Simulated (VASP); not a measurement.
Set up this calculation in VASP 6.6.1, as the native input.

```yaml
Task: single point
Functional: PBEsol-based screened hybrid
Potentials_or_basis: VASP PAW PBE potentials, release 64 (Zn, S)
Cutoff: 520 eV
k_mesh: 4 × 4 × 3
Occupations: fermi-dirac, width 0.05 eV
Spin: no spin polarisation
Dipole_correction: no
Exchange_at_q_=_0: truncated
Grid_for_exact_exchange_PRECFOCK: Normal
Share_of_exact_exchange: 0.25
Screening_parameter: 0.207
Further_INCAR_settings: ALGO = Normal; EDIFF = 1e-06; NBANDS = 26
```

ZnS (Wurtzite-2H):

```xyz
4
Lattice="3.7958 0.0000 0.0000 -1.8979 3.2872 0.0000 0.0000 0.0000 6.2051" Properties=species:S:1:pos:R:3 pbc="T T T"
Zn    1.8979    1.0957    3.1342
Zn    0.0000    2.1915    0.0316
S     1.8979    1.0957    5.4599
S     0.0000    2.1915    2.3574
```

The input as run:

POSCAR

```
ZnS
1.0
    3.7957880511      0.0000000000      0.0000000000
   -1.8978940256      3.2872488797      0.0000000000
    0.0000000000      0.0000000000      6.2051070950
Zn S
2 2
Direct
    0.6666666667      0.3333333333      0.5050950130
    0.3333333333      0.6666666667      0.0050950130
    0.6666666667      0.3333333333      0.8799049870
    0.3333333333      0.6666666667      0.3799049870
```

INCAR.step1

```
PREC = Accurate ; ENCUT = 520
EDIFF = 1E-5 ; ISMEAR = -1
SIGMA = 0.05 ; LREAL = False
LASPH = True ; NELM = 100
ALGO = Normal ; ISIF = 2
LWAVE = True ; GGA = PE
NBANDS = 26
```

INCAR.step2

```
PREC = Accurate ; ENCUT = 520
EDIFF = 1E-6 ; ISMEAR = -1
SIGMA = 0.05 ; LREAL = False
LASPH = True ; NELM = 100
ALGO = Normal ; ISIF = 2
LWAVE = False ; LCHARG = True
GGA = PS ; LHFCALC = True
AEXX = 0.25 ; HFSCREEN = 0.207
PRECFOCK = Normal ; LELF = True
LVHAR = True ; ISTART = 1
NBANDS = 26
```

KPOINTS

```
Automatic mesh
0
Gamma
  4 4 3
```

Potentials or basis: VASP PAW PBE potentials, release 64 (Zn, S).

Launch:

```bash
$ cat potpaw_PBE.64/Zn/POTCAR potpaw_PBE.64/S/POTCAR > POTCAR
$ cp INCAR.step1 INCAR
$ mpirun -np 1 vasp_std > vasp.out
$ cp INCAR.step2 INCAR
$ mpirun -np 1 vasp_std > vasp.out
```

Results of the run:

```yaml
Pressure: 0.0 GPa
Band_gap_on_the_k_mesh: 3.37 eV, direct
```

Caveat: the k mesh is coarse (spacing up to 0.48 Å⁻¹), so the values aren't converged; the PAW data sets were made with another functional, which shifts forces and pressure a little.

Run time: 13 min on 1 thread of Intel(R) Xeon(R) Platinum 8488C (Sapphire Rapids), with other jobs on the host, peak memory 0.31 GiB.
